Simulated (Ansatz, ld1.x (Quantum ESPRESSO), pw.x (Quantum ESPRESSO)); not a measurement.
gold (Au): does the PAW potential hold in the solid?

| Item | Value |
| --- | --- |
| Element | gold (Au) |
| Generator | ld1.x (Quantum ESPRESSO) 7.5 |
| Type | PAW |
| Functional | PBE |
| Relativity | scalar-relativistic |
| Frozen core | [Kr] 4d10 4f14 |
| Valence charge | 19 |
| Reference configuration | 5s2 5p6 5d10 6s1 6p0 |
| Partial waves | 5s (bound): rcut 1.30, rcutus 1.75 bohr; 6s (bound): rcut 1.30, rcutus 1.75 bohr; 5p (bound): rcut 1.80, rcutus 2.25 bohr; 6p (bound, empty): rcut 1.80, rcutus 2.25 bohr; 5d (bound): rcut 1.80, rcutus 2.00 bohr; 5d channel at 0.15 Ry: rcut 1.80, rcutus 2.00 bohr |
| Local potential | all-electron potential smoothed inside 1.35 bohr (lloc = -1) |
| Core correction | Bessel-smoothed model core inside 1.65 bohr |
| Augmentation charge | BG, radius 1.25 bohr |

Atomic tests: cutoffs needed: 30 Ry and 50 Ry (the cutoffs (Ry, on a coarse ladder) from which the occupation-weighted sum of valence levels, in a spherical-Bessel basis at the reference potential, stays within 10 and 1 mRy of its value at 400 Ry); ghost test: no extra level below or beside the all-electron valence levels (s, p, d, f tested) (spherical-Bessel basis up to 400 Ry, 20 bohr box); configuration tests: test run stopped at test 4 of 7 (negative rho).

Crystal test: fcc Au in pw.x 7.5, no spin, 14³ k-points, Fermi–Dirac smearing 0.01 Ry, cutoffs 60/480 Ry. The lattice is a test structure that the element need not adopt, and mesh and smearing are coarse.

pw.x input:

```
&control
  calculation='scf', prefix='x', pseudo_dir='./', outdir='./tmp', tstress=.true., disk_io='low'
/
&system
  ibrav=0, nat=1, ntyp=1, ecutwfc=60, ecutrho=480, nbnd=18,
  occupations='smearing', smearing='fd', degauss=0.01
/
&electrons
  conv_thr=1e-09, mixing_beta=0.4, electron_maxstep=70
/
ATOMIC_SPECIES
Au 1.0 Au.UPF
CELL_PARAMETERS angstrom
  0.00000000 2.08611398 2.08611398
  2.08611398 0.00000000 2.08611398
  2.08611398 2.08611398 0.00000000
ATOMIC_POSITIONS crystal
Au 0.0000 0.0000 0.0000
K_POINTS automatic
14 14 14 0 0 0
```

```bash
pw.x < Au.scf.in > Au.scf.out
```

**Question.** How does the run end?

**Answer.** Failed (c_bands: too many bands are not converged). Atomic configuration tests: test run stopped at test 4 of 7 (negative rho). The log shows:

```
     total energy              =   -5264.42625346 Ry
     estimated scf accuracy    <    3513.27208565 Ry
     iteration #  2     ecut=    60.00 Ry     beta= 0.40
     negative rho (up, down):  3.950E+02 0.000E+00
     total energy              =   -6775.24532307 Ry
     estimated scf accuracy    <    3157.23389385 Ry
     iteration #  3     ecut=    60.00 Ry     beta= 0.40
     negative rho (up, down):  5.093E+02 0.000E+00
     total energy              =  -10133.16240837 Ry
     estimated scf accuracy    <    1836.28772636 Ry
     iteration #  4     ecut=    60.00 Ry     beta= 0.40
     c_bands:  1 eigenvalues not converged
     c_bands:  2 eigenvalues not converged
     c_bands:  2 eigenvalues not converged
     c_bands:  1 eigenvalues not converged
     [... 11 repeated lines left out ...]
     negative rho (up, down):  5.624E+02 0.000E+00
     total energy              =   -9867.06925029 Ry
     estimated scf accuracy    <       0.17100569 Ry
     [... 6 iterations left out ...]
     iteration # 11     ecut=    60.00 Ry     beta= 0.40
     [... 63 repeated lines left out ...]
     negative rho (up, down):  6.436E+02 0.000E+00
     total energy              =   -9624.32113939 Ry
     estimated scf accuracy    <       0.06737661 Ry
     iteration # 12     ecut=    60.00 Ry     beta= 0.40
     [... 19 repeated lines left out ...]
     negative rho (up, down):  6.446E+02 0.000E+00
     total energy              =   -9622.88191497 Ry
     estimated scf accuracy    <       0.07350444 Ry
     iteration # 13     ecut=    60.00 Ry     beta= 0.40
     [... 26 repeated lines left out ...]
     negative rho (up, down):  6.452E+02 0.000E+00
     total energy              =   -9622.09896920 Ry
     estimated scf accuracy    <       0.00036218 Ry
     iteration # 14     ecut=    60.00 Ry     beta= 0.40
     [... 1 repeated lines left out ...]
     Error in routine c_bands (1):
     too many bands are not converged
```
